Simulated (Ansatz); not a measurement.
# Random displacements in ZnS

Method: Ansatz 0.2.0, DFT r2SCAN, scalar-relativistic, plane waves, PAW. Cutoff 500 eV, Γ-centred 6×6×2 k-points, Gaussian smearing of 0.05 eV. No spin polarisation. Energies are free energies at this smearing, counted from the undisturbed cell; pressure is positive in compression.

The undisturbed cell (as given, not relaxed at this level):

```
Zn S
1.0
     3.82270    0.00000    0.00000
    -1.91135    3.31056    0.00000
     0.00000    0.00000   12.52000
Zn S
4 4
Cartesian
  0.0000 0.0000 0.0000
  0.0000 0.0000 6.2600
  0.0000 2.2070 3.1300
  1.9114 1.1035 9.3900
  0.0000 0.0000 2.3475
  0.0000 0.0000 8.6075
  0.0000 2.2070 5.4775
  1.9114 1.1035 11.7375
```

After a displacement of all atoms with no net shift and a strain of the cell, the run gives ΔE = 74.2 meV/atom; stress (xx, yy, zz, yz, xz, xy; compression positive) (1.23, 0.14, -3.80, -2.05, -1.68, -0.02) GPa; gap on the mesh 2.42 eV.

```csv
atom,Fx (eV/Å),Fy,Fz
Zn1,-1.088,-1.034,0.888
Zn2,-0.025,-1.854,0.664
Zn3,0.398,-0.594,-0.264
Zn4,-0.257,-0.320,0.407
S5,-0.443,0.436,0.257
S6,0.194,0.389,-0.320
S7,0.028,1.985,-0.953
S8,1.193,0.991,-0.679
```

Q: Which displacements (Å, in the unstrained cell) and strain were applied?

A:
```tsv
atom	ux	uy	uz
Zn1	0.01	0.12	-0.12
Zn2	0.00	0.05	0.00
Zn3	-0.04	0.13	0.08
Zn4	0.03	-0.03	-0.05
S5	0.04	0.01	-0.04
S6	0.02	-0.11	0.02
S7	0.04	-0.17	0.11
S8	-0.09	0.00	-0.01
```
Strain (Voigt, engineering shear): (-0.0153, 0.0183, 0.0155, 0.0076, 0.0432, 0.0192).

Cost: 1 run of about 0.99 core-minutes, on Arm Neoverse V2 (shared hosts).